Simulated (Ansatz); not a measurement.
Start from Sb₂Te₃ in the Bi2Te3 type structure (space group R-3m, No. 166; a = 4.287 Å, c = 30.930 Å (hexagonal axes)). Axes: x lies along a and z along c of the hexagonal cell.

Level of theory: Ansatz (a program for electronic structure), r2SCAN+rVV10, PAW, cutoff 500 eV, no spin-orbit coupling, earlier PAW set.

Before the change:

| Property | Value |
|---|---|
| Pressure | 0.00 GPa |
| Electron mass | 0.15 mₑ along c, 0.090 mₑ across (at Γ) |

Modification: compressive biaxial strain of 0.36 % in the plane normal to [001], as in epitaxy on a mismatched substrate; the out-of-plane cell vector and the atoms relax.

Problem. Predict the new pressure.

Solution. The pressure (mean of the normal stresses, compression positive) goes from zero to 0.19 GPa.

Problem. What happens to the electron mass?

Solution. The electron mass changes from 0.15 mₑ along c, 0.090 mₑ across (at Γ) to 0.16 mₑ out of plane, 0.091 mₑ in plane (at Γ).

Spin-orbit coupling, missing from the scalar runs, can matter with Sb and Te. The levels and masses belong to the bands next to the band gap. Effective masses come from finite differences of ±0.01 Å⁻¹. No phonon test of stability was made.
